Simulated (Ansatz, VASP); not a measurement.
One calculation of CdSe, two programs

```
Cd Se
1.0
    -0.01937   -3.14317   -3.13498
    -0.02441    3.10491   -3.09671
     6.18888   -0.00504    0.04378
Cd Se
2 2
Direct
  0.50109 0.49904 0.49884
  0.00117 0.99796 0.99884
  0.99884 0.50112 0.25115
  0.49890 0.00188 0.75117
```

Change from the starting cell: all atoms moved at random, sigma 0.25 Å a component, cell strained at random, sigma 0.01; relaxed back.

Alike in both runs: functional PBE; k mesh 6 × 6 × 4; occupations gaussian, width 0.05 eV; no spin polarisation.

Ansatz relaxed the structure, and its values are those at the end. VASP's run is a single point on that final structure, the one shown.

|  | VASP | Ansatz |
| --- | --- | --- |
| version | VASP 6.6.1 | Ansatz 0.2.0 |
| potentials or method | VASP PAW PBE potentials, release 64 (Cd, Se) | scalar-relativistic, plane waves, PAW |
| plane-wave cutoff (eV) | 520 | 420 |
| valence electrons in the cell | 36 | 72 |

```csv
,VASP,Ansatz,Ansatz less VASP
gap on the k mesh at the Fermi level (eV),0.43,0.43,+0.002
least direct gap on the mesh (eV),0.43,0.43,+0.002
pressure (GPa),-0.3,-0.6,-0.24
```

The two sets of potentials don't hold the same shells in valence. Ansatz warned: «stress_scf_threshold_loose».
